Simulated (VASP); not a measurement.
Crystal: LiCl.

```
Li Cl
1.0
     0.00000    2.53052    2.53052
     2.53052    0.00000    2.53052
     2.53052    2.53052    0.00000
Li Cl
1 1
Direct
  0.00000 0.00000 0.00000
  0.50000 0.50000 0.50000
```

Base run:

* Program: VASP 6.6.1
* Functional: HSE06
* Potentials or basis: VASP PAW PBE potentials, release 64 (Li_sv, Cl)
* Cutoff: 520 eV
* k mesh: 6 × 6 × 6
* Occupations: gaussian, width 0.03 eV
* Spin: no spin polarisation

Its results: band gap on the k mesh 8.01 eV, direct.

Problem. The run is repeated on the same cell with these changes: functional from HSE06 to PBE-EpsX. What comes out?

Solution. Band gap on the k mesh 9.40 eV, direct.
